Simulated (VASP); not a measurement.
# CaO in VASP: how settings move the PBE single point

The PBE single point of CaO in the rocksalt structure, under -2.5 % biaxial strain in the (111) plane, free along [111] is repeated with altered inputs. Which of them can be trusted?

Program: VASP 6.6.1. PAW datasets, plane waves. (Simulation; spin polarisation is off.)

### Step 1. The system as given

The cell comes from an earlier relaxation with r2SCAN in another program, then strained, with the atoms relaxed again.

The symmetry is R-3m (No. 166, trigonal); a = 3.306 Å, c = 8.424 Å in the conventional setting, 13.29 Å³ an atom. Around Ca lie 6 O at 2.37 Å; around O lie 6 Ca at 2.37 Å.

As a file:

```xyz
2
Lattice="0.0628 2.4004 2.4004 2.4004 0.0628 2.4004 2.4004 2.4004 0.0628" Properties=species:S:1:pos:R:3 pbc="T T T"
Ca    0.0000    0.0000    0.0000
O     2.4318    2.4318    2.4318
```

### Step 2. Reference

INCAR reads:

```
ENCUT = 520.000000
SIGMA = 0.020000
EDIFF = 1.00e-07
GGA = PE
PREC = Accurate
IBRION = -1
ISIF = 2
ISMEAR = -1
NBANDS = 15
NELM = 120
NSW = 0
LASPH = .TRUE.
LCHARG = .FALSE.
LWAVE = .FALSE.
LREAL = .FALSE.
```

KPOINTS reads:

```
KPOINTS created by Atomic Simulation Environment
0
Gamma
10 10 10
0 0 0
```

POSCAR reads:

```
Ca O
 1.0000000000000000
     0.0627784168000000    2.4003897896000002    2.4003897896000002
     2.4003897896000002    0.0627784168000000    2.4003897896000002
     2.4003897896000002    2.4003897896000002    0.0627784168000000
 Ca  O
   1   1
Cartesian
  0.0000000000000000  0.0000000000000000  0.0000000000000000
  2.4317789980000004  2.4317789980000004  2.4317789979999995
```

A file KPOINTS_OPT adds named points for the levels; it doesn't enter the self-consistent loop.

Potentials: the recommended PBE PAW datasets, 16 valence electrons.

Started as:

```bash
mpirun -np 1 vasp_std
```

### Step 3. Try 1

INCAR reads:

```
SIGMA = 0.020000
EDIFF = 1.00e-07
GGA = PE
PREC = Accurate
IBRION = -1
ISIF = 2
ISMEAR = -1
NBANDS = 15
NSW = 0
LASPH = .TRUE.
LCHARG = .FALSE.
LWAVE = .FALSE.
LREAL = .FALSE.
ENCUT = 200
NELM = 69
```

KPOINTS is that of step 2.

POSCAR is that of step 2.

### Step 4. Try 2

Edit INCAR of step 2 so:

```diff
@@ -15 +15,4 @@
 LREAL = .FALSE.
+ALGO = Fast
+AMIX = 0.2
+BMIX = 0.0001
```

KPOINTS is that of step 2.

POSCAR is that of step 2.

### Step 5. Try 3

INCAR reads:

```
ENCUT = 520.000000
SIGMA = 0.020000
EDIFF = 1.00e-07
GGA = PE
IBRION = -1
ISIF = 2
ISMEAR = -1
NBANDS = 15
NSW = 0
LASPH = .TRUE.
LCHARG = .FALSE.
LWAVE = .FALSE.
LREAL = .FALSE.
PREC = High
NELM = 91
```

KPOINTS is that of step 2.

POSCAR is that of step 2.

Q: Predict the outcome of this session. Wanted: for each run, changed; ending; energy change; pressure; electronic steps; usable.

As calculated:

| run | changed | ending | energy change (meV/atom) | pressure (GPa) | gap on the mesh (eV; negative: overlap) | electronic steps | time | usable |
| --- | --- | --- | --- | --- | --- | --- | --- | --- |
| ref. | – | converged | 0 | 7.7 | 3.56 | 14 | 24 s | yes |
| 1 | ENCUT = 200, NELM = 69 | converged | -157.5 | -117.5 | 3.76 | 14 | 4.3 s | no |
| 2 | ALGO = Fast, AMIX = 0.2, BMIX = 0.0001 | converged | 0.0 | 7.7 | 3.56 | 18 | 35 s | yes |
| 3 | PREC = High, NELM = 91 | converged | 0.0 | 7.7 | 3.56 | 14 | 22 s | yes |

**Reading.** Of 3 altered inputs, 1 ended normally on a faulty or unsound input, 2 gave usable results.
